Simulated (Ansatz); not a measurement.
**Al3Cu2: a vibration from a frozen displacement**

Method: DFT PBEsol, scalar-relativistic, plane waves, PAW (Ansatz). The runs took a 420 eV cutoff, a Γ-centred 12×12×10 mesh and Gaussian smearing (0.15 eV). No spin polarisation. Energies are free energies at this smearing, counted from the undisturbed cell; pressure is positive in compression.

The starting cell (relaxed at this level; it needn't be the usual structure):

```yaml
crystal:
  lattice:
    - [4.09859, 0.00000, 0.00000]
    - [-2.04929, 3.54948, 0.00000]
    - [0.00000, 0.00000, 4.98210]
  atoms:
    - { symbol: Al, position: [0.00000, 0.00000, 0.00000] }
    - { symbol: Al, position: [0.33333, 0.66667, 0.35151] }
    - { symbol: Al, position: [0.66667, 0.33333, 0.64849] }
    - { symbol: Cu, position: [0.33333, 0.66667, 0.84229] }
    - { symbol: Cu, position: [0.66667, 0.33333, 0.15771] }
```

Atom 2 (Al) is moved by x along the Cartesian unit vector (0.000, 1.000, 0.000); the cell and all other atoms stay fixed. The cell's volume is 72.48 Å³; the moved atoms weigh 26.982 u together and the others 181.055 u.

| x (Å) | ΔE (meV/cell) | total force on the moved atoms along the move (eV/Å) | pressure (GPa) |
| --- | --- | --- | --- |
| -0.1000 | 22.43 | 0.4340 | 0.1516 |
| -0.0800 | 14.54 | 0.3540 | 0.0938 |
| -0.0600 | 8.29 | 0.2708 | 0.0482 |
| -0.0200 | 0.95 | 0.0940 | -0.0053 |
| 0.0000 | 0.00 | 0.0000 | -0.0121 |
| 0.0400 | 3.95 | -0.2006 | 0.0162 |
| 0.0600 | 9.03 | -0.3076 | 0.0518 |
| 0.0800 | 16.29 | -0.4196 | 0.1025 |
| 0.1000 | 25.85 | -0.5368 | 0.1689 |

What frequency belongs to this motion?

The force constant is k = −dF/dx = 4.805 eV/Å², from the parabola through x = -0.0200, 0 and 0.0400. In every cell the moved atoms swing against the rest, so the mass is μ = m₁m₂/(m₁ + m₂) = 23.482 u, and ν̃ = 521.5 cm⁻¹ × √(|k|/μ) = 236 cm⁻¹. The pattern needn't be a normal mode: ν̃² is then a weighted mean of the squared nonzero frequencies at the zone centre of this cell, so it lies between the lowest and the highest of them.

How far does the harmonic law reach?

At x = -0.100 Å, kx²/2 = 24.03 meV against the computed 22.43 meV (-6.6 %): the well is still close to harmonic there.

In a metal these slopes depend on the k mesh and the smearing.